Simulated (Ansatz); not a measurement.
Runs of Ansatz 0.2.0 on KF (Carobbiite). It takes space group Fm-3m (No. 225, cubic). Conventional cell: a = 5.344 Å, b = 5.344 Å, c = 5.344 Å, α = 90.00°, β = 90.00°, γ = 90.00°. K (site symmetry m-3m) is surrounded by 6 F at 2.67 Å. F (site symmetry m-3m) has 6 K at 2.67 Å as nearest neighbours. 

| potentials or basis | cutoff (eV) | basis error allowed | gap on the mesh (eV) | pressure (GPa) |
| --- | --- | --- | --- | --- |
| all-electron LAPW, non-relativistic | 203 | 0.001 eV/atom | 6.11 | (a) |
| all-electron PAW datasets made for the crystal | 280 | - | 6.04 | -0.7 |
| all-electron LAPW, scalar-relativistic | 203 | 0.001 eV/atom | 6.04 | -0.7 |
| all-electron LAPW, inner shells corrected to Dirac's equation | 203 | 0.001 eV/atom | 6.04 | -0.7 |

Alike in all rows: task band structure; level PBEsol; no spin polarisation; cell as given; k mesh 9 × 9 × 9; smearing fermi-dirac 0.05 eV.

**Question.** Fill in the values left out.

**Answer.** (a) -0.6.

The runs don't all hold the same shells in valence.
